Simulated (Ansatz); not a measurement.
Set up this calculation in Ansatz 0.2.0, as the native input.

- Task: relaxation of cell and atoms
- Functional: PBEsol
- Potentials or basis: Ansatz PAW
- Cutoff: 420 eV (not typed: the program's choice for these potentials)
- k mesh: 10 × 10 × 3
- Occupations: fermi-dirac, width 0.05 eV
- Spin: no spin polarisation

SiC:

```
CELL_PARAMETERS angstrom
3.07569 0.00000 0.00000
-1.53785 2.66363 0.00000
0.00000 0.00000 10.07065
ATOMIC_POSITIONS crystal
Si 0.00000 0.00000 0.18789
Si 0.00000 0.00000 0.68789
Si 0.33333 0.66667 0.43784
Si 0.66667 0.33333 0.93784
C 0.00000 0.00000 0.00046
C 0.00000 0.00000 0.50046
C 0.33333 0.66667 0.24980
C 0.66667 0.33333 0.74980
```

The cell is a database's computed one.

These files were run (other wordings do the same):

input.yaml

```yaml
crystal:
  lattice:
    - [3.0756941497, 0.0, 0.0]
    - [-1.5378470748, 2.6636292679, 0.0]
    - [0.0, 0.0, 10.07064648]
  atoms:
    - { symbol: Si, position: [0.0, 0.0, 0.18789438] }
    - { symbol: Si, position: [0.0, 0.0, 0.68789438] }
    - { symbol: Si, position: [0.3333333333, 0.6666666667, 0.43784198] }
    - { symbol: Si, position: [0.6666666667, 0.3333333333, 0.93784198] }
    - { symbol: C, position: [0.0, 0.0, 0.00046005] }
    - { symbol: C, position: [0.0, 0.0, 0.50046005] }
    - { symbol: C, position: [0.3333333333, 0.6666666667, 0.24980259] }
    - { symbol: C, position: [0.6666666667, 0.3333333333, 0.74980259] }
hamiltonian:
  xc: pbesol
  pseudopotentials: { kind: paw }
kpoints:
  mp_grid: { grid: [10, 10, 3] }
scf:
  occupations: { method: fermi_dirac, width: 0.05 }
output:
  forces: true
  stress: true
relax:
  f_tol: 0.01
  max_steps: 40
  cell: { stress_tol: 0.05 }
```

Potentials or basis: Ansatz PAW.

Run with:

```sh
$ ansatz run input.yaml --threads 4 --pin off --max-ram 11264MiB --backend cpu --events-out ev --progress --plain --runs-dir out
```

Results of the run:

```yaml
Relaxed_volume: 10.33 Å³/atom
Relaxed_cell: a = 3.078 Å, b = 3.078 Å, c = 10.076 Å, α = 90.00°, β = 90.00°, γ = 120.00°
Space_group_after_relaxing_to_0.05_Å: P6_3mc (No. 186)
Energy_gained_by_relaxing: 0.0 meV/atom
Ionic_steps: 5
Pressure_after_relaxing: 0.0 GPa
Largest_force_after_relaxing: 0.005 eV/Å
Band_gap_on_the_k_mesh: 2.12 eV
```

Caveat: odd divisions of the mesh miss points on the zone boundary, where band edges often lie, so the gap on the mesh can be too wide; the plane-wave basis is chosen anew once the cell has moved, so the energies of steps on either side of that aren't comparable; the PAW data sets come from PBE, with cores solved anew for the run's functional, which leaves a small shift of forces and pressure.

It took 7.7 s on 4 threads of Intel(R) Xeon(R) Processor @ 2.70GHz (shared host), peak memory 0.4 GiB.
